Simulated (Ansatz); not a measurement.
The system is N.

```
CELL_PARAMETERS angstrom
5.81510 0.00000 0.00000
0.00000 5.81510 0.00000
0.00000 0.00000 5.81510
ATOMIC_POSITIONS crystal
N 0.04586 0.45414 0.54586
N 0.45414 0.54586 0.04586
N 0.54586 0.04586 0.45414
N 0.95414 0.95414 0.95414
N 0.93610 0.56390 0.43610
N 0.56390 0.43610 0.93610
N 0.43610 0.93610 0.56390
N 0.06390 0.06390 0.06390
```

```yaml
Program: Ansatz 0.2.0
Task: relaxation of cell and atoms
Functional: LDA
Potentials_or_basis: Ansatz PAW
Cutoff: "420 eV (not typed: the program's choice for these potentials)"
k_mesh: 5 × 5 × 5
Occupations: fermi-dirac, width 0.05 eV
Spin: no spin polarisation
```

At the start: volume 24.58 Å³/atom.

Q: Where does the relaxation end?

A: It ends after 17 steps and the volume is 17.84 Å³/atom (-27.4 %); space group Pa-3 (No. 205, to 0.05 Å).

The path:
| step | energy change (eV) | largest force (eV/Å) | volume (Å³) |
| --- | --- | --- | --- |
| 1 | 0.0000 | 1.6916 | 196.64 |
| 2 | -0.1027 | 0.1743 | 185.78 |
| 3 | -0.1457 | 0.2844 | 176.85 |
| 4 | -0.1709 | 0.0118 | 171.26 |
| 5 | -0.1898 | 0.0026 | 166.45 |
| 6 | -0.1960 | 0.0092 | 164.76 |
| 7 | -0.1472 | 0.0058 | 164.76 |
| 8 | -0.2298 | 0.4352 | 140.71 |
| 9 | -0.2285 | 0.0059 | 145.78 |
| 10 | -0.2229 | 0.0206 | 148.41 |
| 11 | -0.2199 | 0.0016 | 149.47 |
| 12 | -0.1840 | 0.0027 | 149.47 |
| 13 | -0.2101 | 0.0290 | 143.01 |
| 14 | -0.2067 | 0.0010 | 144.15 |
| 15 | -0.1880 | 0.0016 | 144.15 |
| 16 | -0.1939 | 0.0016 | 142.74 |
| 17 | -0.1886 | 0.0022 | 142.74 |

Final structure:
```
CELL_PARAMETERS angstrom
5.22611 0.00000 0.00000
0.00000 5.22611 0.00000
0.00000 0.00000 5.22611
ATOMIC_POSITIONS crystal
N 0.06056 0.43944 0.56056
N 0.43944 0.56056 0.06056
N 0.56056 0.06056 0.43944
N 0.93944 0.93944 0.93944
N 0.93980 0.56020 0.43980
N 0.56020 0.43980 0.93980
N 0.43980 0.93980 0.56020
N 0.06020 0.06020 0.06020
```

Caveat: the volume moved by over 15 % at a fixed basis, so the end points are rough; the plane-wave basis is chosen anew once the cell has moved, so the energies of steps on either side of that aren't comparable; the pressure holds a Pulay correction of +0.7 GPa for the finite cutoff; the PAW data sets come from PBE, with cores solved anew for the run's functional, which leaves a small shift of forces and pressure.
